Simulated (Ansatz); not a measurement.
# SiNi3 (database structure): how the settings move a single-point run

How sensitive is a single-point run of SiNi3 (database structure) to its settings? A reference run comes first, then three runs with altered input.

Computed with Ansatz 0.2.0 (reference: DFT PBE+U, plane waves, PAW, scalar-relativistic, collinear spin, unless a step's input says otherwise).

1 further run of the same task is left out (it didn't finish).

## Step 1: The structure to begin with

The structure is cubic, space group Pm-3m (No. 221). Conventional cell: a = 3.605 Å, b = 3.605 Å, c = 3.605 Å, α = 90.00°, β = 90.00°, γ = 90.00°. Around Ni (site symmetry 4/mmm) lie 8 Ni at 2.55 Å and 4 Si at 2.55 Å. Si (site symmetry m-3m) is surrounded by 12 Ni at 2.55 Å.

As a file:

```
Ni Si
1.0
     3.60481    3.60481    0.00000
     3.60481   -3.60481    0.00000
     0.00000    0.00000    3.60481
Ni Si
6 2
Direct
  0.25000 0.75000 0.50000
  0.75000 0.25000 0.50000
  0.25000 0.25000 0.50000
  0.75000 0.75000 0.50000
  0.00000 0.50000 0.00000
  0.50000 0.00000 0.00000
  0.00000 0.00000 0.00000
  0.50000 0.50000 0.00000
```

## Step 2: Reference

input.yaml

```yaml
crystal:
  lattice:
    - [3.60480957, 3.60480957, 0.0]
    - [3.60480957, -3.60480957, 0.0]
    - [0.0, 0.0, 3.60480957]
  atoms:
    - { symbol: Ni, position: [0.25, 0.75, 0.5] }
    - { symbol: Ni, position: [0.75, 0.25, 0.5] }
    - { symbol: Ni, position: [0.25, 0.25, 0.5] }
    - { symbol: Ni, position: [0.75, 0.75, 0.5] }
    - { symbol: Ni, position: [0.0, 0.5, 0.0] }
    - { symbol: Ni, position: [0.5, 0.0, 0.0] }
    - { symbol: Si, position: [0.0, 0.0, 0.0] }
    - { symbol: Si, position: [0.5, 0.5, 0.0] }
kpoints:
  mp_grid: { grid: [4, 4, 5], shift: [0, 0, 0] }
magnetization:
  spin_polarized: true
scf:
  occupations: { method: fermi_dirac }
hamiltonian:
  pseudopotentials: { kind: paw }
  xc: pbe
  hubbard: { projectors: atomic, sites: [{ species: Ni, l: d, u_eff: 1.17 }] }
basis:
  ecutwfc: 420
output:
  forces: true
  stress: true
  eigenvalues: true
  write_density: true
  write_potential: true
  elf: true
  volumetric_format: npy
```

Run with:

```
ansatz run input.yaml --threads 1 --pin off --max-ram 2560MiB --backend cpu --events-out ev --progress --plain --runs-dir out
```

Standard output, cut to the lines that bear on the results:

```text
Warning: RAYON_NUM_THREADS=1 ignored (pool sized by the plan → 1); use --threads N
band count auto-derived: 72 (N_el = 116.0; filled up to band 58; 70 by the electrons, moments and atoms)
[...]
Pseudopotentials: kind: paw
Pseudopotential: Ni, paw, valence charge 18, recommended cutoff 420 eV (normal), Ni.paw.azcp
Pseudopotential: Si, paw, valence charge 4, recommended cutoff 420 eV (normal), Si.paw.azcp
Functional definition: PBE
[...]
Crystal: 8 atoms, lattice volume = 93.686 Å³
Basis set: ecut = 420 eV, 1813 PW (Γ), exchange–correlation on 72×72×50 points (8 copies of the dense FFT grid, shifted against one another)
Bands: 72, of which v1, the nominal top of the filled ones, is band 58 counted from 1 (57 counted from 0)
Symmetry: 32 space group operations
Space group: Pm-3m (ITA 221), of the structure as read, at distance tolerance 4.5e-5 Å
k-points: 18 of 80
[...]
SCF iter   1: F=—  HF=-36311.923979 eV  |F-HF|=—  |Δ(HF+E_count)|=         —  Δρ=6.28e-2 (↑6.28e-2 ↓6.28e-2)  dr2=1.30e1  dr2_m=0.00e0  M=0.000 μB ∫|m|=0.000 μB  β_m=0.30  ethr=3.10e-3  ⟨swp⟩=5.3  Hψ=4146  notcnv=0  defer=4
[...]
spin=Collinear: Kerker preconditioning applied to the charge; magnetization (m = ρ↑ − ρ↓) channel mixes plain (no charge-response kernel on spin).
[...]
SCF iter  20: F=-36310.416872 eV  HF=-36310.416872 eV  |F-HF|=1.19e-8  |Δ(HF+E_count)|=   1.78e-8  Δρ=2.15e-6 (↑2.15e-6 ↓2.15e-6)  dr2=1.88e-8  dr2_m=0.00e0  M=0.000 μB ∫|m|=0.000 μB  ethr=8.62e-11  ⟨swp⟩=12.1  Hψ=8192  notcnv=0
[...]
SCF converged after 20 iterations
Magnetization: 0.0000 μB (58.0000 up, 58.0000 down)
Absolute magnetization: 0.0000 μB (∫|ρ↑−ρ↓|)
Spin contamination: 0.0000 ħ² per cell (⟨S²⟩ above its minimum at these occupations)
Per-site moments (μB) at R_I (Å): [(0.0, 1.0514564328811793), (0.0, 1.0514564328811793), (0.0, 1.0514564328811793), (0.0, 1.0514564328811793), (0.0, 1.0514564328811795), (0.0, 1.0514564328811795), (0.0, 1.0514564328811795), (0.0, 1.0514564328811793)]
Free energy (F): -36310.416872 eV
[...]
E sigma→0 (E₀):  -36310.341262 eV
Entropy (-TS):   -0.151220 eV (-18.903 meV/atom)
Fermi energy:    15.617652 eV
[...]
--- Forces (eV/Å), atoms counted from 1 ---
  atom   1  Ni     0.00000000     0.00000000     0.00000000
  atom   2  Ni     0.00000000     0.00000000     0.00000000
  atom   3  Ni     0.00000000     0.00000000     0.00000000
  atom   4  Ni     0.00000000     0.00000000     0.00000000
  atom   5  Ni     0.00000000     0.00000000     0.00000000
  atom   6  Ni     0.00000000     0.00000000     0.00000000
  atom   7  Si    -0.00000000    -0.00000000    -0.00000000
  atom   8  Si    -0.00000000     0.00000000    -0.00000000
[...]
--- Stress (GPa, compression-positive) ---
      -15.230570       0.000000       0.000000
        0.000000     -15.230570       0.000000
        0.000000       0.000000     -15.189049
  P = ⅓ Tr σ = -15.2167 GPa (-152.167 kbar)
--- Band table (eV; the first three rows and the last of 36) ---
[...]
Occupation matrices written to <dir>
```

Run time: 35 s. Hardware: 1 thread of Arm Neoverse V2, shared host; peak memory 0.52 GiB.

## Step 3: Variant: mp_grid.shift [0.5, 0.5, 0.5]

Changes to input.yaml since step 2:

```diff
@@ -15,3 +15,3 @@
 kpoints:
-  mp_grid: { grid: [4, 4, 5], shift: [0, 0, 0] }
+  mp_grid: { grid: [4, 4, 5], shift: [0.5, 0.5, 0.5] }
 magnetization:
@@ -30,5 +30 @@
   eigenvalues: true
-  write_density: true
-  write_potential: true
-  elf: true
-  volumetric_format: npy
```

Run with:

```
ansatz run input.yaml --threads 1 --pin off --max-ram 2560MiB --backend cpu --events-out ev --progress --plain --runs-dir out
```

Standard output, cut to the lines that bear on the results:

```text
Warning: RAYON_NUM_THREADS=1 ignored (pool sized by the plan → 1); use --threads N
band count auto-derived: 72 (N_el = 116.0; filled up to band 58; 70 by the electrons, moments and atoms)
[...]
[... 4 set-up lines as earlier in the session ...]
[...]
Crystal: 8 atoms, lattice volume = 93.686 Å³
Basis set: ecut = 420 eV, 1813 PW (Γ), exchange–correlation on 72×72×50 points (8 copies of the dense FFT grid, shifted against one another)
Bands: 72, of which v1, the nominal top of the filled ones, is band 58 counted from 1 (57 counted from 0)
[... 2 set-up lines as earlier in the session ...]
k-points: 9 of 80
[...]
Free energy (F): -36310.426107 eV
[...]
E sigma→0 (E₀):  -36310.367374 eV
Entropy (-TS):   -0.117465 eV (-14.683 meV/atom)
Fermi energy:    15.669235 eV
[...]
--- Forces (eV/Å), atoms counted from 1 ---
  atom   1  Ni     0.00000000     0.00000000     0.00000000
  atom   2  Ni     0.00000000     0.00000000     0.00000000
  atom   3  Ni     0.00000000     0.00000000     0.00000000
  atom   4  Ni     0.00000000     0.00000000     0.00000000
  atom   5  Ni     0.00000000    -0.00000000     0.00000000
  atom   6  Ni     0.00000000     0.00000000     0.00000000
  atom   7  Si    -0.00000000    -0.00000000     0.00000000
  atom   8  Si    -0.00000000     0.00000000     0.00000000
[...]
--- Stress (GPa, compression-positive) ---
      -15.276862       0.000000       0.000000
       -0.000000     -15.276862       0.000000
        0.000000       0.000000     -15.306355
  P = ⅓ Tr σ = -15.2867 GPa (-152.867 kbar)
--- Band table (eV; the first three rows and the last of 18) ---
[...]
Occupation matrices written to <dir>
```

Run time: 17 s. Hardware: 1 thread of Arm Neoverse V2, shared host; peak memory 0.45 GiB.

Changing the k-point mesh moves the energy by -1.2 meV/atom. Sampling errors of the energy have no fixed sign.

## Step 4: Changing settings: accuracy high

Changes to input.yaml since step 2:

```diff
@@ -30,5 +30,2 @@
   eigenvalues: true
-  write_density: true
-  write_potential: true
-  elf: true
-  volumetric_format: npy
+accuracy: high
```

Run with:

```
ansatz run input.yaml --threads 1 --pin off --max-ram 2560MiB --backend cpu --events-out ev --progress --plain --runs-dir out
```

Standard output, cut to the lines that bear on the results:

```text
Warning: RAYON_NUM_THREADS=1 ignored (pool sized by the plan → 1); use --threads N
band count auto-derived: 72 (N_el = 116.0; filled up to band 58; 70 by the electrons, moments and atoms)
[...]
[... 4 set-up lines as earlier in the session ...]
[...]
Crystal: 8 atoms, lattice volume = 93.686 Å³
Basis set: ecut = 420 eV, 1813 PW (Γ), exchange–correlation on 90×90×60 points (8 copies of the dense FFT grid, shifted against one another)
Bands: 72, of which v1, the nominal top of the filled ones, is band 58 counted from 1 (57 counted from 0)
[... 2 set-up lines as earlier in the session ...]
k-points: 18 of 80
[...]
Free energy (F): -36310.416872 eV
[...]
E sigma→0 (E₀):  -36310.341262 eV
Entropy (-TS):   -0.151219 eV (-18.902 meV/atom)
Fermi energy:    15.617642 eV
[...]
--- Forces (eV/Å), atoms counted from 1 ---
  atom   1  Ni     0.00000000     0.00000000     0.00000000
  atom   2  Ni     0.00000000     0.00000000     0.00000000
  atom   3  Ni     0.00000000     0.00000000     0.00000000
  atom   4  Ni     0.00000000     0.00000000     0.00000000
  atom   5  Ni     0.00000000    -0.00000000     0.00000000
  atom   6  Ni     0.00000000     0.00000000     0.00000000
  atom   7  Si    -0.00000000     0.00000000     0.00000000
  atom   8  Si    -0.00000000     0.00000000     0.00000000
[...]
--- Stress (GPa, compression-positive) ---
      -15.230284      -0.000000       0.000000
       -0.000000     -15.230284       0.000000
        0.000000       0.000000     -15.188750
  P = ⅓ Tr σ = -15.2164 GPa (-152.164 kbar)
--- Band table (eV; the first three rows and the last of 36) ---
[...]
Occupation matrices written to <dir>
```

Wall time 36 s (1 thread of Arm Neoverse V2, shared host); peak memory 0.55 GiB.

The changed input (accuracy level) leaves the energy the same to the digits printed.

## Step 5: A run with other settings

Changes to input.yaml since step 2:

```diff
@@ -15,3 +15,3 @@
 kpoints:
-  mp_grid: { grid: [4, 4, 5], shift: [0, 0, 0] }
+  mp_grid: { grid: [4, 4, 5], shift: [0, 0, 0], kspacing: 0.3 }
 magnetization:
@@ -20,2 +20,3 @@
   occupations: { method: fermi_dirac }
+  max_iter: 50
 hamiltonian:
@@ -30,5 +31 @@
   eigenvalues: true
-  write_density: true
-  write_potential: true
-  elf: true
-  volumetric_format: npy
```

Run with:

```
ansatz run input.yaml --threads 1 --pin off --max-ram 2560MiB --backend cpu --events-out ev --progress --plain --runs-dir out
```

Standard output:

```text
Error: invalid value for `kpoints.mp_grid.kspacing`: mutually exclusive with `grid` — set one or the other
```

Run time: 0.06 s. Hardware: 1 thread of Arm Neoverse V2, shared host; peak memory 0.072 GiB.

## Step 6: What went wrong

Nothing was computed: the input was turned down at the start. Its message: «invalid value for `kpoints.mp_grid.kspacing`: mutually exclusive with `grid` — set one or the other»

Look at the input: kpoints.mp_grid.kspacing is 0.3. No mesh follows from the k-point block as it stands.

Fix: delete kpoints.mp_grid.kspacing.

## Step 7: All runs together

| run | ending | energy change | pressure (GPa) | gap (eV) | force (eV/Å) | cycles | time |
| --- | --- | --- | --- | --- | --- | --- | --- |
| reference | converged | 0 | -15.2 | 0.00 | 0.00 | 20 | 35 s |
| 1: mp_grid.shift [0.5, 0.5, 0.5] | converged | -1.2 meV/atom | -15.3 | 0.00 | 0.00 | 19 | 17 s |
| 2: accuracy high | converged | 0.0 meV/atom | -15.2 | 0.00 | 0.00 | 24 | 36 s |
| 3: kspacing 0.3 | refused | - | - | - | - | - | 0.06 s |

Times don't compare one to one where runs were asked for different outputs or read a saved state (see the inputs); cycles may leave out searches for a lower state.

Residual by cycle in the longest SCF loop of each run; runs are numbered as in the table. The quantity is the density residual dr2, in eV.

| cycle | reference | run 1 | run 2 |
| --- | --- | --- | --- |
| 1 | 13 | 13.3 | 13 |
| 3 | 1.2 | 1.15 | 1.2 |
| 5 | 1.78 | 1.2 | 1.65 |
| 7 | 0.0197 | 49.7 | 106 |
| 9 | 0.72 | 1.67 | 0.0589 |
| 11 | 0.00185 | 0.00944 | 0.0171 |
| 14 | 2.4e-4 | 0.0043 | 0.00413 |
| 16 | 9.6e-6 | 2.1e-5 | 1.1e-4 |
| 18 | 8.5e-6 | 8.5e-7 | 1.6e-5 |
| 20 | 1.9e-8 | - | 2.0e-7 |
| 22 | - | - | 1.0e-8 |
| 24 | - | - | 3.0e-11 |

What this shows: Of the converged runs whose energies compare with the reference's, «mp_grid.shift [0.5, 0.5, 0.5]» moves the energy most (-1.2 meV/atom) and «accuracy high» least (0.0 meV/atom). The pressure spans -15.3 to -15.2 GPa over the reference and the converged variants. Of the variants the dearest is «accuracy high» (36 s), the cheapest «mp_grid.shift [0.5, 0.5, 0.5]» (17 s), on a shared host. The structure is not at rest: the sound run finds -15 GPa, so these are no properties of the relaxed crystal.  1 of the 3 altered inputs did not end normally.

Caveats on the reference run: it ends with small moments or none, though an odd electron count or open d shells could carry moments; its mesh is coarse for a cell with so small a gap or none.
